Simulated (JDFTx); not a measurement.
Set up this calculation in JDFTx 1.7.0 (patched build), as the native input.

- Task: band structure
- Functional: LDA
- Potentials or basis: PseudoDojo-SR-LDA-0.4.1-standard with smoothed tails
- Cutoff: 1143 eV
- Density cutoff: 9143 eV
- k mesh: 8 × 8 × 8
- Occupations: fermi-dirac, width 0.05 eV
- Spin: no spin polarisation
- Band ratio of the Davidson solver: 1.3
- Local potential set to -Z/r beyond: 6 bohr
- Bands: 18
- Density cutoff over wavefunction cutoff: 8
- Max SCF steps: 30
- SCF threshold on the energy: 1e-06 Ha
- Solver of the electrons: minimize
- Further solve for the empty bands: no
- Start: density of an earlier self-consistent run, held fixed
- Path: G-X-W-K-G-L-U-W-L-K-U-X

CaF2 (Fluorite):

```
Ca F
1.0
     0.00000    2.73100    2.73100
     2.73100    0.00000    2.73100
     2.73100    2.73100    0.00000
Ca F
1 2
Cartesian
  0.0000 0.0000 0.0000
  4.0965 4.0965 4.0965
  1.3655 1.3655 1.3655
```

These files were run (other wordings do the same):

bands.in

```
lattice \
    0.0000000000     2.7310000000     2.7310000000 \
    2.7310000000     0.0000000000     2.7310000000 \
    2.7310000000     2.7310000000     0.0000000000
latt-scale 1.889726124626 1.889726124626 1.889726124626
coords-type Lattice
ion Ca     0.0000000000     0.0000000000     0.0000000000 1
ion F      0.7500000000     0.7500000000     0.7500000000 1
ion F      0.2500000000     0.2500000000     0.2500000000 1

ion-species pseudo/Ca.upf
ion-species pseudo/F.upf
elec-cutoff 42 336
elec-ex-corr lda-PW
elec-smearing Fermi 0.0018374661
elec-n-bands 18
electronic-minimize nIterations 30 energyDiffThreshold 1e-06
davidson-band-ratio 1.3
forces-output-coords Cartesian
include path.kpoints
symmetries none
fix-electron-density run.$VAR

dump-name bands.$VAR
dump End Ecomponents EigStats BandEigs Kpoints Forces
```

path.kpoints

```
kpoint +0.0000000000 +0.0000000000 +0.0000000000 0.020000000000
kpoint +0.0714285714 +0.0000000000 +0.0714285714 0.020000000000
kpoint +0.1428571429 +0.0000000000 +0.1428571429 0.020000000000
kpoint +0.2142857143 +0.0000000000 +0.2142857143 0.020000000000
kpoint +0.2857142857 +0.0000000000 +0.2857142857 0.020000000000
kpoint +0.3571428571 +0.0000000000 +0.3571428571 0.020000000000
kpoint +0.4285714286 +0.0000000000 +0.4285714286 0.020000000000
kpoint +0.5000000000 +0.0000000000 +0.5000000000 0.020000000000
kpoint +0.5000000000 +0.0833333333 +0.5833333333 0.020000000000
kpoint +0.5000000000 +0.1666666667 +0.6666666667 0.020000000000
kpoint +0.5000000000 +0.2500000000 +0.7500000000 0.020000000000
kpoint +0.4375000000 +0.3125000000 +0.7500000000 0.020000000000
kpoint +0.3750000000 +0.3750000000 +0.7500000000 0.020000000000
kpoint +0.3281250000 +0.3281250000 +0.6562500000 0.020000000000
kpoint +0.2812500000 +0.2812500000 +0.5625000000 0.020000000000
kpoint +0.2343750000 +0.2343750000 +0.4687500000 0.020000000000
kpoint +0.1875000000 +0.1875000000 +0.3750000000 0.020000000000
kpoint +0.1406250000 +0.1406250000 +0.2812500000 0.020000000000
kpoint +0.0937500000 +0.0937500000 +0.1875000000 0.020000000000
kpoint +0.0468750000 +0.0468750000 +0.0937500000 0.020000000000
kpoint +0.0000000000 +0.0000000000 +0.0000000000 0.020000000000
kpoint +0.0833333333 +0.0833333333 +0.0833333333 0.020000000000
kpoint +0.1666666667 +0.1666666667 +0.1666666667 0.020000000000
kpoint +0.2500000000 +0.2500000000 +0.2500000000 0.020000000000
kpoint +0.3333333333 +0.3333333333 +0.3333333333 0.020000000000
kpoint +0.4166666667 +0.4166666667 +0.4166666667 0.020000000000
kpoint +0.5000000000 +0.5000000000 +0.5000000000 0.020000000000
kpoint +0.5250000000 +0.4500000000 +0.5250000000 0.020000000000
kpoint +0.5500000000 +0.4000000000 +0.5500000000 0.020000000000
kpoint +0.5750000000 +0.3500000000 +0.5750000000 0.020000000000
kpoint +0.6000000000 +0.3000000000 +0.6000000000 0.020000000000
kpoint +0.6250000000 +0.2500000000 +0.6250000000 0.020000000000
kpoint +0.5625000000 +0.2500000000 +0.6875000000 0.020000000000
kpoint +0.5000000000 +0.2500000000 +0.7500000000 0.020000000000
kpoint +0.5000000000 +0.2916666667 +0.7083333333 0.020000000000
kpoint +0.5000000000 +0.3333333333 +0.6666666667 0.020000000000
kpoint +0.5000000000 +0.3750000000 +0.6250000000 0.020000000000
kpoint +0.5000000000 +0.4166666667 +0.5833333333 0.020000000000
kpoint +0.5000000000 +0.4583333333 +0.5416666667 0.020000000000
kpoint +0.5000000000 +0.5000000000 +0.5000000000 0.020000000000
kpoint +0.4791666667 +0.4791666667 +0.5416666667 0.020000000000
kpoint +0.4583333333 +0.4583333333 +0.5833333333 0.020000000000
kpoint +0.4375000000 +0.4375000000 +0.6250000000 0.020000000000
kpoint +0.4166666667 +0.4166666667 +0.6666666667 0.020000000000
kpoint +0.3958333333 +0.3958333333 +0.7083333333 0.020000000000
kpoint +0.3750000000 +0.3750000000 +0.7500000000 0.020000000000
kpoint +0.6250000000 +0.2500000000 +0.6250000000 0.020000000000
kpoint +0.5833333333 +0.1666666667 +0.5833333333 0.020000000000
kpoint +0.5416666667 +0.0833333333 +0.5416666667 0.020000000000
kpoint +0.5000000000 +0.0000000000 +0.5000000000 0.020000000000
```

Potentials or basis: PseudoDojo-SR-LDA-0.4.1-standard with smoothed tails.

Command:

```console
$ jdftx -c 1 -i bands.in -o bands.out
```

Results of the run:

```yaml
Band_gap_along_the_path: 6.95 eV, indirect (least direct gap 7.21 eV)
```

Run time: 55 s on 1 thread of AMD EPYC 7R43 64-Core Processor (Zen 3), with other jobs on the host, peak memory 0.11 GiB.
